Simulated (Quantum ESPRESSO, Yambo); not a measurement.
**GaN (F-43m): G0W0 in Yambo against the screening cutoff**

Aim: move the screening cutoff of a G0W0 run on GaN (F-43m) over a wide range.

Calculated with Yambo 5.3.0; PBE and many-body steps on it, plane waves.

## Step 1: The structure

Symmetry: F-43m, No. 216, cubic system. Conventional cell: a = 4.507 Å, b = 4.507 Å, c = 4.507 Å, α = 90.00°, β = 90.00°, γ = 90.00°. Ga has 4 N at 1.95 Å nearest. Nearest to N lie 4 Ga at 1.95 Å. Farther neighbours and most contacts between anions are not listed.

Structure file:

```cif
data_structure
_symmetry_space_group_name_H-M 'P 1'
_symmetry_Int_Tables_number 1
_cell_length_a 3.1869
_cell_length_b 3.1869
_cell_length_c 3.1869
_cell_angle_alpha 60.000
_cell_angle_beta 60.000
_cell_angle_gamma 60.000
_cell_volume 22.89
loop_
_atom_site_label
_atom_site_type_symbol
_atom_site_fract_x
_atom_site_fract_y
_atom_site_fract_z
_atom_site_occupancy
Ga1 Ga 0.00000 0.00000 0.00000 1
N2 N 0.75000 0.75000 0.75000 1
```

The cell and positions are those that the Materials Project relaxed with its own functionals (PBE, PBE+U or r2SCAN), kept fixed. This is not the form that GaN usually takes at ambient conditions.

## Step 2: 3.25 Ha

This step: Yambo 5.3.0; G0W0 on PBE, plane waves, norm-conserving pseudopotentials.

Now the one-shot GW correction: screening in the RPA, then the self-energy of the levels asked for.

File gw7.in:

```
HF_and_locXC
gw0
dyson
ppa
em1d
rim_cut
RandQpts= 1000000
RandGvec= 1 RL
EXXRLvcs= 104 Ry
VXCRLvcs= 416 Ry
Chimod= "HARTREE"
% BndsRnXp
 1 | 81 |
%
NGsBlkXp= 6.5 Ry
% LongDrXp
 1 | 1 | 1 |
%
% GbndRnge
 1 | 81 |
%
DysSolver= "n"
ExtendOut
PPAPntXp= 27.21138 eV
% QPkrange
 1 | 1 | 12 | 15 |
%
```

Launch:

```sh
OMP_NUM_THREADS=1 mpirun -n 4 yambo -F gw7.in -J gw7 -C gw7 > gw7.log
```

What it wrote:

```text
 Yambo, version 5.3.0

 [02] CORE Variables Setup
 =========================

  [... cell, symmetries and grids as in the set-up ...]

  [02.05] Energies & Occupations
  ==============================

  [X] === General ===
  [X] Electronic Temperature                        :  0.000000  0.000000 [eV K]
  [X] Bosonic    Temperature                        :  0.000000  0.000000 [eV K]
  [X] Finite Temperature mode                       : no
  [X] El. density                                   :  0.11360E+25 [cm-3]
  [X] Fermi Level                                   :  11.62933 [eV]

  [X] === Gaps and Widths ===
  [X] Conduction Band Min                           :  1.752814 [eV]
  [X] Valence Band Max                              :  0.000000 [eV]
  [X] Filled Bands                                  :  13
  [X] Empty Bands                                   :   14  283
  [X] Direct Gap                                    :  1.752814 [eV]
  [X] Direct Gap localized at k                     :  1
  [X] Indirect Gap                                  :  1.752814 [eV]
  [X] Indirect Gap between kpts                     :  1  1
  [X] Last valence band width                       :  3.622457 [eV]
  [X] 1st conduction band width                     :  4.731742 [eV]

 [03] Transferred momenta grid and indexing
 ==========================================

 IBZ Q-points                                      :   8
 BZ  Q-points                                      :   64

 K/Q-points units:
 rlu = crystal or reduced units; cc = cartesian coordinates; iku = interal k-units

 Q [1]          [rlu]:  0.000000  0.000000  0.000000
 Q [2]          [rlu]:  0.10757E-16  0.10757E-16  0.25000
 Q [3]          [rlu]: -0.21514E-16 -0.21514E-16 -0.50000
 Q [4]          [rlu]: -0.23091E-16  0.25000      0.25000
 Q [5]          [rlu]: -0.11141E-16  0.25000      0.50000
 Q [6]          [rlu]: -0.21514E-16  0.25000     -0.25000
 Q [7]          [rlu]:  0.46183E-16 -0.50000     -0.50000
 Q [8]          [rlu]:  0.250000 -0.500000 -0.250000

 [04] Coloumb potential Random Integration (RIM)
 ===============================================

  [04.01] RIM initialization
  ==========================

  * Diagonal components only detected *

  8 x (sBL volume)        :  0.200747 [a.u.]
  sBZ random points       :  1000000
  Points outside the sBZ  :   7996195
  RL volume               :  1.605979 [a.u.]
  Integrated volume       :  1.606744 [a.u.]

  [04.02] RIM integrals
  =====================

  Gamma point sphere radius             :  0.106210 [a.u.]
  Points outside the sphere             :   799659
  [Int_sBZ(q=0) 1/q^2]*(Vol_sBZ)^(-1/3) =:  7.764404
                                 should be <:  7.795600

  Summary of Coulomb integrals for non-metallic bands |Q|[au] RIM/Bare

  Q [1] 0.100000E-4 0.995998 * Q [2] 0.319443 1.065507
  Q [4] 0.368862 1.063520 * Q [6] 0.521649 1.025994
  Q [5] 0.611688 1.019443 * Q [3] 0.638887 1.016823
  Q [7] 0.737723 1.013697 * Q [8] 0.824799 1.010734

 [WARNING] [Xp] User bands 1-81 break level degeneracy

 [05] Dipoles
 ============

  [05.01] Setup: observables and procedures
  =========================================

 [06] Dynamic Dielectric Matrix (PPA)
 ====================================

 [WR./gw7//ndb.pp]---------------------------------------------------------------
  Brillouin Zone Q/K grids (IBZ/BZ)                :    8   64    8   64
  RL vectors                                       :   3479 [WF]
  Coulomb cutoff potential                         : none
  Electronic Temperature                           :  0.000000 [K]
  Bosonic    Temperature                           :  0.000000 [K]
  PPA    diel. fun.  energies                      : Perdew, Burke & Ernzerhof(X)+Perdew, Burke & Ernzerhof(C)
  wavefunctions                                    : Perdew, Burke & Ernzerhof(X)+Perdew, Burke & Ernzerhof(C)
  Global Gauge                                     : length
  X matrix size                                    :   59
  X band range                                     :    1   81
  X e/h energy range                               : -1.000000 -1.000000 [eV]
  X Time ordering                                  : R
  X Hxc Kernel                                     : HARTREE
  X Drude frequency                                :  0.000000  0.000000
  X poles                                          :  100.0000 [o/o]
  RL vectors in the sum                            :   3479
  [r,Vnl] included                                 : yes
  Field direction                                  :  0.577350E-5  0.577350E-5  0.577350E-5
  BZ energy Double Grid                            : no
  BZ energy DbGd points                            : 0
  BZ Q point size factor                           : -1.000000
  X Optical Averaged directions                    : none

 [07] Local Exchange-Correlation + Non-Local Fock
 ================================================

 [VXC] Plane waves :  22219
 [EXS] Plane waves :  2741

 QP @ state[ 1 ] K range:  1  1
 QP @ state[ 1 ] b range:  12  15

 [xc] Functional : Perdew, Burke & Ernzerhof(X)+Perdew, Burke & Ernzerhof(C)
 [xc] LIBXC used to calculate xc functional
  PP Number of Atomic Species                      :  2
  NLCC RL compoments                               :  22219
  PP Number of Atomic Species                      :  2
  NLCC RL compoments                               :  22219

 [xc] E_xc :  -24.12284 [Ha]
      E_xc :  -48.24568 [Ry]

  Local XC kind (lXC) : Perdew, Burke & Ernzerhof(X)+Perdew, Burke & Ernzerhof(C)
  Non-Local XC kind (nlXC) : Hartree-Fock

  Corrections @ K [1] :  [eV]
 <12|nlXC|12> = -22.57679  0.12513E-16 <12|lXC|12> = -19.10882  0.37763E-15
 <13|nlXC|13> = -22.57686  0.81042E-17 <13|lXC|13> = -19.10882  0.17702E-15
 <14|nlXC|14> = -9.847448 -0.67127E-18 <14|lXC|14> = -14.14882  0.11801E-16
 <15|nlXC|15> = -7.024709  0.15071E-18 <15|lXC|15> = -13.03826 -0.18882E-15

 [08] Dyson equation: Newton solver
 ==================================

  [08.01] G0W0 (W PPA)
  ====================

  [  GW  ] Bands range     :    1   81
  [GW/PPA] G damping       :  0.100000 [eV]

  QP @ state[ 1 ] K range:  1  1
  QP @ state[ 1 ] b range:  12  15

   Sc/G bands                                       :    1   81
   Sc/G damping                                     :  0.100000 ev
   Sc bands terminator                              : no
   Sx RL components                                 :  2741

   QP @ state[ 1 ] K range                          :  1  1
   QP @ state[ 1 ] b range                          :  12  15
   GF energies kind                                 : Perdew, Burke & Ernzerhof(X)+Perdew, Burke & Ernzerhof(C)
   GF WF`s kind                                     : Perdew, Burke & Ernzerhof(X)+Perdew, Burke & Ernzerhof(C)
   Xs energies kind                                 : Perdew, Burke & Ernzerhof(X)+Perdew, Burke & Ernzerhof(C)
   Xs WF`s kind                                     : Perdew, Burke & Ernzerhof(X)+Perdew, Burke & Ernzerhof(C)

 [11] Game Over & Game summary
```

The job ended after 25 s (4 MPI ranks of Arm Neoverse V1, shared host; peak memory 1.4 GiB; 97 s of CPU time).

This step gave:

```
G0W0 gap on the points computed              : 2.504 eV
starting gap on the mesh                     : 1.753 eV
k of the valence top                         : 0, 0, 0
k of the conduction bottom                   : 0, 0, 0
least direct G0W0 gap on the computed points : 2.504 eV
Z at the valence top                         : 0.7912
Z at the conduction bottom                   : 0.8173
```

The gap on the mesh goes from 1.75 eV to 2.50 eV, a correction of +0.75 eV.

## Step 3: 5.25 Ha

File gw8.in:

```
HF_and_locXC
gw0
dyson
ppa
em1d
rim_cut
RandQpts= 1000000
RandGvec= 1 RL
EXXRLvcs= 104 Ry
VXCRLvcs= 416 Ry
Chimod= "HARTREE"
% BndsRnXp
 1 | 81 |
%
NGsBlkXp= 10.5 Ry
% LongDrXp
 1 | 1 | 1 |
%
% GbndRnge
 1 | 81 |
%
DysSolver= "n"
ExtendOut
PPAPntXp= 27.21138 eV
% QPkrange
 1 | 1 | 12 | 15 |
%
```

Launch:

```sh
OMP_NUM_THREADS=1 mpirun -n 4 yambo -F gw8.in -J gw8 -C gw8 > gw8.log
```

What it wrote:

```text
 Yambo, version 5.3.0

 [02] CORE Variables Setup
 =========================

  [... cell, symmetries and grids as in the set-up ...]

  [02.05] Energies & Occupations
  ==============================

  [X] === General ===
  [X] Electronic Temperature                        :  0.000000  0.000000 [eV K]
  [X] Bosonic    Temperature                        :  0.000000  0.000000 [eV K]
  [X] Finite Temperature mode                       : no
  [X] El. density                                   :  0.11360E+25 [cm-3]
  [X] Fermi Level                                   :  11.62933 [eV]

  [X] === Gaps and Widths ===
  [X] Conduction Band Min                           :  1.752814 [eV]
  [X] Valence Band Max                              :  0.000000 [eV]
  [X] Filled Bands                                  :  13
  [X] Empty Bands                                   :   14  283
  [X] Direct Gap                                    :  1.752814 [eV]
  [X] Direct Gap localized at k                     :  1
  [X] Indirect Gap                                  :  1.752814 [eV]
  [X] Indirect Gap between kpts                     :  1  1
  [X] Last valence band width                       :  3.622457 [eV]
  [X] 1st conduction band width                     :  4.731742 [eV]

 [03] Transferred momenta grid and indexing
 ==========================================

 IBZ Q-points                                      :   8
 BZ  Q-points                                      :   64

 K/Q-points units:
 rlu = crystal or reduced units; cc = cartesian coordinates; iku = interal k-units

 Q [1]          [rlu]:  0.000000  0.000000  0.000000
 Q [2]          [rlu]:  0.10757E-16  0.10757E-16  0.25000
 Q [3]          [rlu]: -0.21514E-16 -0.21514E-16 -0.50000
[...]
================================================

 [VXC] Plane waves :  22219
 [EXS] Plane waves :  2741

 QP @ state[ 1 ] K range:  1  1
 QP @ state[ 1 ] b range:  12  15

 [xc] Functional : Perdew, Burke & Ernzerhof(X)+Perdew, Burke & Ernzerhof(C)
 [xc] LIBXC used to calculate xc functional
  PP Number of Atomic Species                      :  2
  NLCC RL compoments                               :  22219
  PP Number of Atomic Species                      :  2
  NLCC RL compoments                               :  22219

 [xc] E_xc :  -24.12284 [Ha]
      E_xc :  -48.24568 [Ry]

  Local XC kind (lXC) : Perdew, Burke & Ernzerhof(X)+Perdew, Burke & Ernzerhof(C)
  Non-Local XC kind (nlXC) : Hartree-Fock

  Corrections @ K [1] :  [eV]
 <12|nlXC|12> = -22.57679  0.12513E-16 <12|lXC|12> = -19.10882  0.37763E-15
 <13|nlXC|13> = -22.57686  0.81042E-17 <13|lXC|13> = -19.10882  0.17702E-15
 <14|nlXC|14> = -9.847448 -0.67127E-18 <14|lXC|14> = -14.14882  0.11801E-16
 <15|nlXC|15> = -7.024709  0.15071E-18 <15|lXC|15> = -13.03826 -0.18882E-15

 [08] Dyson equation: Newton solver
 ==================================

  [08.01] G0W0 (W PPA)
  ====================

  [  GW  ] Bands range     :    1   81
  [GW/PPA] G damping       :  0.100000 [eV]

  QP @ state[ 1 ] K range:  1  1
  QP @ state[ 1 ] b range:  12  15

   Sc/G bands                                       :    1   81
   Sc/G damping                                     :  0.100000 ev
   Sc bands terminator                              : no
   Sx RL components                                 :  2741

   QP @ state[ 1 ] K range                          :  1  1
   QP @ state[ 1 ] b range                          :  12  15
   GF energies kind                                 : Perdew, Burke & Ernzerhof(X)+Perdew, Burke & Ernzerhof(C)
   GF WF`s kind                                     : Perdew, Burke & Ernzerhof(X)+Perdew, Burke & Ernzerhof(C)
   Xs energies kind                                 : Perdew, Burke & Ernzerhof(X)+Perdew, Burke & Ernzerhof(C)
   Xs WF`s kind                                     : Perdew, Burke & Ernzerhof(X)+Perdew, Burke & Ernzerhof(C)

 [11] Game Over & Game summary
```

Run time: 27 s. Hardware: 4 MPI ranks; peak memory 1.4 GiB.

Numbers from this step:

```yaml
g0w0_gap_on_the_points_computed: 2.534 eV
starting_gap_on_the_mesh: 1.753 eV
k_of_the_valence_top: 0, 0, 0
k_of_the_conduction_bottom: 0, 0, 0
least_direct_g0w0_gap_on_the_computed_points: 2.534 eV
z_at_the_valence_top: 0.7893
z_at_the_conduction_bottom: 0.8156
```

Against the run before, the gap moves by +0.030 eV.

## Step 4: 10.5 Ha

File gw9.in:

```
HF_and_locXC
gw0
dyson
ppa
em1d
rim_cut
RandQpts= 1000000
RandGvec= 1 RL
EXXRLvcs= 104 Ry
VXCRLvcs= 416 Ry
Chimod= "HARTREE"
% BndsRnXp
 1 | 81 |
%
NGsBlkXp= 21 Ry
% LongDrXp
 1 | 1 | 1 |
%
% GbndRnge
 1 | 81 |
%
DysSolver= "n"
ExtendOut
PPAPntXp= 27.21138 eV
% QPkrange
 1 | 1 | 12 | 15 |
%
```

Launch:

```sh
OMP_NUM_THREADS=1 mpirun -n 4 yambo -F gw9.in -J gw9 -C gw9 > gw9.log
```

What it wrote:

```text
 Yambo, version 5.3.0

 [02] CORE Variables Setup
 =========================

  [... cell, symmetries and grids as in the set-up ...]

  [02.05] Energies & Occupations
  ==============================

  [X] === General ===
  [X] Electronic Temperature                        :  0.000000  0.000000 [eV K]
  [X] Bosonic    Temperature                        :  0.000000  0.000000 [eV K]
  [X] Finite Temperature mode                       : no
  [X] El. density                                   :  0.11360E+25 [cm-3]
[...]
Sx RL components                                 :  2741

   QP @ state[ 1 ] K range                          :  1  1
   QP @ state[ 1 ] b range                          :  12  15
   GF energies kind                                 : Perdew, Burke & Ernzerhof(X)+Perdew, Burke & Ernzerhof(C)
   GF WF`s kind                                     : Perdew, Burke & Ernzerhof(X)+Perdew, Burke & Ernzerhof(C)
   Xs energies kind                                 : Perdew, Burke & Ernzerhof(X)+Perdew, Burke & Ernzerhof(C)
   Xs WF`s kind                                     : Perdew, Burke & Ernzerhof(X)+Perdew, Burke & Ernzerhof(C)

 [11] Game Over & Game summary
```

The job ended after 59 s (4 MPI ranks; peak memory 1.4 GiB; 3.8 min of CPU time).

This step gave:

```yaml
g0w0_gap_on_the_points_computed: 2.539 eV
starting_gap_on_the_mesh: 1.753 eV
k_of_the_valence_top: 0, 0, 0
k_of_the_conduction_bottom: 0, 0, 0
least_direct_g0w0_gap_on_the_computed_points: 2.539 eV
```

Against the run before, the gap moves by +0.004 eV.

## Step 5: 13 Ha

File gw10.in:

```
HF_and_locXC
gw0
dyson
ppa
em1d
rim_cut
RandQpts= 1000000
RandGvec= 1 RL
EXXRLvcs= 104 Ry
VXCRLvcs= 416 Ry
Chimod= "HARTREE"
% BndsRnXp
 1 | 81 |
%
NGsBlkXp= 26 Ry
% LongDrXp
 1 | 1 | 1 |
%
% GbndRnge
 1 | 81 |
%
DysSolver= "n"
ExtendOut
PPAPntXp= 27.21138 eV
% QPkrange
 1 | 1 | 12 | 15 |
%
```

Launch:

```sh
OMP_NUM_THREADS=1 mpirun -n 4 yambo -F gw10.in -J gw10 -C gw10 > gw10.log
```

What it wrote:

```text
 Yambo, version 5.3.0

 [02] CORE Variables Setup
 =========================

  [... cell, symmetries and grids as in the set-up ...]

  [02.05] Energies & Occupations
  ==============================

  [X] === General ===
  [X] Electronic Temperature                        :  0.000000  0.000000 [eV K]
  [X] Bosonic    Temperature                        :  0.000000  0.000000 [eV K]
  [X] Finite Temperature mode                       : no
  [X] El. density                                   :  0.11360E+25 [cm-3]
[...]
Sx RL components                                 :  2741

   QP @ state[ 1 ] K range                          :  1  1
   QP @ state[ 1 ] b range                          :  12  15
   GF energies kind                                 : Perdew, Burke & Ernzerhof(X)+Perdew, Burke & Ernzerhof(C)
   GF WF`s kind                                     : Perdew, Burke & Ernzerhof(X)+Perdew, Burke & Ernzerhof(C)
   Xs energies kind                                 : Perdew, Burke & Ernzerhof(X)+Perdew, Burke & Ernzerhof(C)
   Xs WF`s kind                                     : Perdew, Burke & Ernzerhof(X)+Perdew, Burke & Ernzerhof(C)

 [11] Game Over & Game summary
```

Elapsed: 76 s, on 4 MPI ranks; peak memory 1.4 GiB; 5 min of CPU time.

This step gave:

```yaml
g0w0_gap_on_the_points_computed: 2.540 eV
starting_gap_on_the_mesh: 1.753 eV
k_of_the_valence_top: 0, 0, 0
k_of_the_conduction_bottom: 0, 0, 0
least_direct_g0w0_gap_on_the_computed_points: 2.540 eV
```

Against the run before, the gap moves by +0.001 eV.

## Step 6: 16.25 Ha

File gw11.in:

```
HF_and_locXC
gw0
dyson
ppa
em1d
rim_cut
RandQpts= 1000000
RandGvec= 1 RL
EXXRLvcs= 104 Ry
VXCRLvcs= 416 Ry
Chimod= "HARTREE"
% BndsRnXp
 1 | 81 |
%
NGsBlkXp= 32.5 Ry
% LongDrXp
 1 | 1 | 1 |
%
% GbndRnge
 1 | 81 |
%
DysSolver= "n"
ExtendOut
PPAPntXp= 27.21138 eV
% QPkrange
 1 | 1 | 12 | 15 |
%
```

Launch:

```sh
OMP_NUM_THREADS=1 mpirun -n 4 yambo -F gw11.in -J gw11 -C gw11 > gw11.log
```

What it wrote:

```text
 Yambo, version 5.3.0

 [02] CORE Variables Setup
 =========================

  [... cell, symmetries and grids as in the set-up ...]

  [02.05] Energies & Occupations
  ==============================

  [X] === General ===
  [X] Electronic Temperature                        :  0.000000  0.000000 [eV K]
  [X] Bosonic    Temperature                        :  0.000000  0.000000 [eV K]
  [X] Finite Temperature mode                       : no
  [X] El. density                                   :  0.11360E+25 [cm-3]
[...]
Sx RL components                                 :  2741

   QP @ state[ 1 ] K range                          :  1  1
   QP @ state[ 1 ] b range                          :  12  15
   GF energies kind                                 : Perdew, Burke & Ernzerhof(X)+Perdew, Burke & Ernzerhof(C)
   GF WF`s kind                                     : Perdew, Burke & Ernzerhof(X)+Perdew, Burke & Ernzerhof(C)
   Xs energies kind                                 : Perdew, Burke & Ernzerhof(X)+Perdew, Burke & Ernzerhof(C)
   Xs WF`s kind                                     : Perdew, Burke & Ernzerhof(X)+Perdew, Burke & Ernzerhof(C)

 [11] Game Over & Game summary
```

The job ended after 2.7 min (4 MPI ranks; peak memory 1.4 GiB; 11 min of CPU time).

Numbers from this step:

```yaml
g0w0_gap_on_the_points_computed: 2.547 eV
starting_gap_on_the_mesh: 1.753 eV
k_of_the_valence_top: 0, 0, 0
k_of_the_conduction_bottom: 0, 0, 0
least_direct_g0w0_gap_on_the_computed_points: 2.547 eV
```

Against the run before, the gap moves by +0.006 eV.

## Step 7: Side by side

Times are wall times on 4 MPI ranks of Arm Neoverse V1, shared host, good to a factor of about two.

```
     run   mesh  bands  screening cutoff (eV)  DFT gap (eV)  gap on the mesh (eV)  direct (eV)     time
 3.25 Ha  4×4×4     81                   88.4         1.753                 2.504        2.504     25 s
 5.25 Ha  4×4×4     81                  142.9         1.753                 2.534        2.534     27 s
 10.5 Ha  4×4×4     81                  285.7         1.753                 2.539        2.539     59 s
   13 Ha  4×4×4     81                  353.7         1.753                 2.540        2.540     76 s
16.25 Ha  4×4×4     81                  442.2         1.753                 2.547        2.547  2.7 min
```

## Step 8: Summary of results

```
3.25 Ha      : 2.504 eV
5.25 Ha      : 2.534 eV
10.5 Ha      : 2.539 eV
13 Ha        : 2.540 eV
16.25 Ha     : 2.547 eV
known limits : not at the basis limit; no spin-orbit coupling; coarse k mesh
```

**Reading.** The setting moved: screening cutoff. From 3.25 Ha to 16.25 Ha the gap moves by +0.04 eV, for 6.3 times the time. It holds to 0.03 eV from 5.25 Ha on. Bands and screening cutoff are coupled, so a series along one setting does not show full convergence. Bands and cutoff are finite, so the gap is not at the basis limit. The miss can reach some tenths of an eV and take either sign; the mesh is an error of its own. In the G0W0 runs levels were corrected at 1 k point alone, so a gap called «on the mesh» is the least over those, and an edge elsewhere would be missed. The 4×4×4 mesh is coarse for this cell, which bears on the long-range parts of exchange and screening. The many-body steps are scalar-relativistic: spin-orbit coupling is not in them.

[Paths, hosts, dates, memory and timing lines, banners, echoed tables and standing remarks are left out of the program output.]

[Logs are printed without paths, hosts, clocks, repeated set-up lines and the standing remarks that a program may print on its own settings, such as how far it seeks lower states.]

[Runs of the session that timed out or met a known fault of the program may be left out.]

[Hosts, paths, dates, database ids (printed as entryN), source tags and the programs' standing remarks are cut or masked in the printed files.]
